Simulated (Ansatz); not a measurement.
Take InN in the zinc blende structure (space group F-43m, No. 216; a = 5.049 Å) as the base. Axes: x, y, z lie along the cube axes.

The values are results of PBE (Ansatz, an electronic-structure program), no spin-orbit coupling, not measurements.

Before the change:

The pressure comes out as 0.0 GPa and the shortest interatomic distance is 2.186 Å.

It is then changed as follows: biaxial strain −0.74 %, plane normal [001], relaxed out of plane (Cartesian); in-plane vectors clamped, the third vector and the atoms free.

Q: What does the calculation give for the energy relative to the base, pressure and shortest interatomic distance after the change?

A: The energy rises by 0.7 meV/atom; the pressure (mean of the normal stresses, compression positive) goes from zero to 0.7 GPa; the shortest interatomic distance drops by 0.004 Å (2.186 Å → 2.182 Å).

The mesh was chosen for an insulator and is coarse for the gapless case. No phonon test of stability was made. The final runs are not spin-polarised. This is not the structure that InN has at room temperature and ambient pressure.
